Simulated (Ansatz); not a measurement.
A trial cell of SiC₄, before relaxation:

```
Si C
1.0
    -2.97263    2.97263    1.88005
     2.97263   -2.97263    1.88005
     2.97263    2.97263   -1.88005
Si C
1 4
Direct
  0.00000 0.00000 0.00000
  0.60000 0.80000 0.40000
  0.40000 0.20000 0.60000
  0.80000 0.40000 0.20000
  0.20000 0.60000 0.80000
```

Theory: Ansatz 0.2.0, DFT PBE, scalar-relativistic, plane waves, PAW. Cutoff 420 eV, Gaussian smearing, Γ-centred meshes. Cell and atoms relax first on a coarse mesh and then on a finer one. In between, the cell is made exact in the group found at 0.06 Å. In metals the finer mesh still leaves noise of several meV/atom or more. The steps can't lower the symmetry of their start. No spin polarisation in the relaxation; trial moments died out in a coarse test.

A guess keeps its type if space group and coordination stay and the shape of the cell changes little (axis ratios within about 15 %, angles within 6°); the volume may change.

Problem. Does it keep its structure type, or change into something else?

Solution. It doesn't keep its type. The symmetry goes from I4/m (No. 87) to I4/mmm (No. 139). The volume per atom shrinks by 3.0 %, from 13.3 to 12.9 Å³. The shortest distance goes from 2.66 Å (Si–C and C–C) to 1.46 Å (C–C). Counting neighbours within 15 % of an atom's shortest distance, the start has C 12, Si 12 and the end C 2, Si 4. In detail, at the end Si has 4 C at 1.89 Å; C has 2 C at 1.46 Å and 1 Si at 1.89 Å.

```cif
data_structure
_symmetry_space_group_name_H-M 'P 1'
_symmetry_Int_Tables_number 1
_cell_length_a 4.7723
_cell_length_b 4.7723
_cell_length_c 4.7723
_cell_angle_alpha 128.657
_cell_angle_beta 128.657
_cell_angle_gamma 75.564
_cell_volume 64.49
loop_
_atom_site_label
_atom_site_type_symbol
_atom_site_fract_x
_atom_site_fract_y
_atom_site_fract_z
_atom_site_occupancy
Si1 Si 0.00000 0.00000 0.00000 1
C1 C 0.67677 0.67677 0.35354 1
C2 C 0.32323 0.32323 0.64646 1
C3 C 0.67677 0.32323 0.00000 1
C4 C 0.32323 0.67677 0.00000 1
```

Formation energies are uncorrected and refer to the elements' standard structures at the same level.

Problem. At what energy does it end?

Solution. +1.16 eV/atom. The separate elements lie lower, so it is unstable against them.

The last run used a 12×12×12 mesh for its 5-atom cell and Gaussian smearing of 0.10 eV. Weakly bound directions are ill-defined at this level, which has no dispersion term. The reference form of C is held partly by dispersion forces, which this level lacks. Symmetry constrained the relaxation, so the result can be a saddle point. Another cell of SiC4 relaxed alike, in P6_3/mmc, lies 0.96 eV/atom lower, so this cell isn't the stable form at this level.
